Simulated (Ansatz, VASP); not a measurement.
**Ti: VASP beside Ansatz**

The input INCAR:

```
SYSTEM = Ti
PREC = Accurate
ENCUT = 520
EDIFF = 1E-6
ISMEAR = -1
SIGMA = 0.05
LREAL = .FALSE.
LASPH = .TRUE.
NELM = 100
ALGO = Normal
ISIF = 2
LWAVE = .FALSE.
LCHARG = .FALSE.
GGA = CA
NBANDS = 19
```

The input KPOINTS:

```
Automatic mesh
0
G
  10 10 6
  0 0 0
```

File POSCAR:

```
Ti
1.0
    2.9500000000      0.0000000000      0.0000000000
   -1.4750000000      2.5547749412      0.0000000000
    0.0000000000      0.0000000000      4.6800000000
Ti
2
Direct
    0.6666666667      0.3333333333      0.7500000000
    0.3333333333      0.6666666667      0.2500000000
```

input.yaml

```yaml
crystal:
  lattice:
    - [2.95, 0.0, 0.0]
    - [-1.475, 2.5547749412, 0.0]
    - [0.0, 0.0, 4.68]
  atoms:
    - { symbol: Ti, position: [0.6666666667, 0.3333333333, 0.75] }
    - { symbol: Ti, position: [0.3333333333, 0.6666666667, 0.25] }
hamiltonian:
  xc: lda
  pseudopotentials: { kind: paw }
kpoints:
  mp_grid: { grid: [10, 10, 6] }
  band_path:
    path:
      - [[0.0, 0.0, 0.0], [0.5, 0.0, 0.0], [0.3333333333, 0.3333333333, 0.0], [0.0, 0.0, 0.0], [0.0, 0.0, 0.5], [0.5, 0.0, 0.5], [0.3333333333, 0.3333333333, 0.5], [0.0, 0.0, 0.5]]
      - [[0.5, 0.0, 0.5], [0.5, 0.0, 0.0]]
      - [[0.3333333333, 0.3333333333, 0.0], [0.3333333333, 0.3333333333, 0.5]]
    npoints: 14
scf:
  occupations: { method: fermi_dirac, width: 0.05 }
  n_extra_bands: 6
output:
  forces: true
  stress: true
  eigenvalues: true
  fatbands: false
  write_density: true
  write_potential: true
  elf: true
  volumetric_format: npy
```

Alike in both runs: functional LDA; k mesh 10 × 10 × 6; occupations fermi-dirac, width 0.05 eV; no spin polarisation.

```csv
,VASP,Ansatz
version,VASP 6.6.1,Ansatz 0.2.0
potentials or method,"VASP PAW LDA potentials, release 64 (Ti_sv)",Ansatz PAW
plane-wave cutoff (eV),520,420
valence electrons in the cell,24,24
task,single point,band structure
```

```csv
,VASP,Ansatz,Ansatz less VASP
gap on the k mesh at the Fermi level (eV),none,none,-
pressure (GPa),-9.8,-9.8,+0.04
largest component of the traceless stress (GPa),0.47,0.47,-0.001
```

A gap of «none» marks a metal or a gap that the smearing closes.

Caveats: the PAW data sets come from PBE, with cores solved anew for the run's functional, which leaves a small shift of forces and pressure (Ansatz).
